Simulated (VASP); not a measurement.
Runs of VASP 6.6.1 on Tl. It takes space group Im-3m (No. 229, cubic). The conventional cell has a = 3.882 Å, b = 3.882 Å, c = 3.882 Å, α = 90.00°, β = 90.00°, γ = 90.00°. Tl (site symmetry m-3m) has 8 Tl at 3.36 Å as nearest neighbours. This isn't the form of Tl at room conditions, which is hcp.

| task | level | potentials or basis | cell | gap on the mesh (eV) | pressure (GPa) |
| --- | --- | --- | --- | --- | --- |
| electric field gradients | PBEsol | VASP PAW PBE potentials, release 64 (Tl_d) | functional pbesol, volume scaled by 1.04, PAW files | none | (a) |
| single point | PBEsol | VASP PAW PBE potentials, release 64 (Tl_d) | as given | none | -0.8 |
| electric field gradients | PBEsol | VASP PAW PBE potentials, release 64 (Tl_d) | as given | none | -0.8 |
| single point | LDA | VASP PAW LDA potentials, release 64 (Tl_d) | as given | none | -2.4 |

Alike in all rows: no spin polarisation; k mesh 13 × 13 × 13; cutoff (eV) 520; smearing fermi-dirac 0.05 eV.

Task: Fill in the values left out.

Result: (a) -1.9.

Caveats: the PAW data sets were made with another functional, which shifts forces and pressure a little (some runs).

A k mesh can miss the band edges, and the runs leave out spin-orbit coupling on Tl.

A gap of «none» marks a metal or a gap under the smearing width.
